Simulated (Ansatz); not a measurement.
Relaxed GeO₂ (rutile):

```xyz
6
Lattice="4.4105 0.0000 0.0000 0.0000 4.4105 0.0000 0.0000 0.0000 2.8702" Properties=species:S:1:pos:R:3 pbc="T T T"
Ge     0.0000     0.0000     0.0000
Ge     2.2053     2.2053     1.4351
O      1.3496     1.3496     0.0000
O      3.5549     0.8556     1.4351
O      0.8556     3.5549     1.4351
O      3.0609     3.0609     0.0000
```

Method: r2SCAN (plane waves to 500 eV, PAW, scalar-relativistic; Ansatz, an electronic-structure program). k mesh 6×6×9 (Γ-centred), Fermi-Dirac smearing 0.05 eV. GeO2 was relaxed with its symmetry unable to fall.

One atom of the cell was then moved (with its periodic images), all else fixed, and the forces (eV/Å) came out as:

| atom | Fx | Fy | Fz |
|---|---|---|---|
| Ge1 | 6.694 | -6.694 | -10.679 |
| Ge2 | -0.461 | 0.461 | -0.196 |
| O3 | 1.201 | 0.136 | -0.885 |
| O4 | -8.924 | 8.924 | 12.201 |
| O5 | 1.627 | -1.627 | 0.443 |
| O6 | -0.136 | -1.201 | -0.885 |

Task: Which atom was moved, and by which vector (Å)?

Result: O4, by (0.17, -0.17, -0.29), 0.38 Å in all.

(For displaced atoms, the force is minus the slope of the energy, and its curvature is a force constant, which sets phonon frequencies.)
